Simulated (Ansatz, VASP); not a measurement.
**Pt in VASP and in Ansatz**

INCAR

```
PREC = Accurate ; ENCUT = 520
EDIFF = 1E-7 ; ISMEAR = -1
SIGMA = 0.05 ; LREAL = F
LASPH = T ; NELM = 100
ALGO = Normal ; ISIF = 2
LWAVE = F ; LCHARG = F
GGA = CA ; NBANDS = 11
```

File KPOINTS:

```
regular mesh
0
Gamma
  12 12 12
```

Contents of POSCAR:

```
Pt
1.0
    0.0000000000      1.9609000000      1.9609000000
    1.9609000000      0.0000000000      1.9609000000
    1.9609000000      1.9609000000      0.0000000000
Pt
1
Direct
    0.0000000000      0.0000000000      0.0000000000
```

The input input.yaml:

```yaml
crystal:
  lattice:
    - [0.0, 1.9609, 1.9609]
    - [1.9609, 0.0, 1.9609]
    - [1.9609, 1.9609, 0.0]
  atoms:
    - { symbol: Pt, position: [0.0, 0.0, 0.0] }
kpoints:
  mp_grid: { grid: [12, 12, 12] }
  band_path:
    path:
      - [0.0, 0.0, 0.0]
      - [0.5, 0.0, 0.5]
      - [0.5, 0.25, 0.75]
      - [0.375, 0.375, 0.75]
      - [0.0, 0.0, 0.0]
      - [0.5, 0.5, 0.5]
      - [0.625, 0.25, 0.625]
      - [0.5, 0.25, 0.75]
    npoints: 6
scf:
  occupations: { method: fermi_dirac, width: 0.05 }
hamiltonian:
  xc: lda
  pseudopotentials: { kind: all_electron, lapw: { basis_error: 0.001 } }
output:
  forces: true
  stress: true
  eigenvalues: true
```

Alike in both runs: functional LDA; k mesh 12 × 12 × 12; occupations fermi-dirac, width 0.05 eV; no spin polarisation.

|  | VASP | Ansatz |
| --- | --- | --- |
| version | VASP 6.6.1 | Ansatz 0.2.0 |
| potentials or method | VASP PAW LDA potentials, release 64 (Pt) | all-electron LAPW, scalar-relativistic |
| plane-wave cutoff (eV) | 520 | see its input |
| task | single point | band structure |

```csv
,VASP,Ansatz,Ansatz less VASP
gap on the k mesh at the Fermi level (eV),none,none,-
pressure (GPa),-5.3,-6.0,-0.69
```

A gap of «none» marks a metal or a gap that the smearing closes. Ansatz ran all-electron here, so the differences hold the error of VASP's frozen core and of both bases.

Caveats: spin-orbit coupling is left out, which moves the levels of the heavy elements (Ansatz). The runs have no spin-orbit coupling, so splittings on Pt are missing.
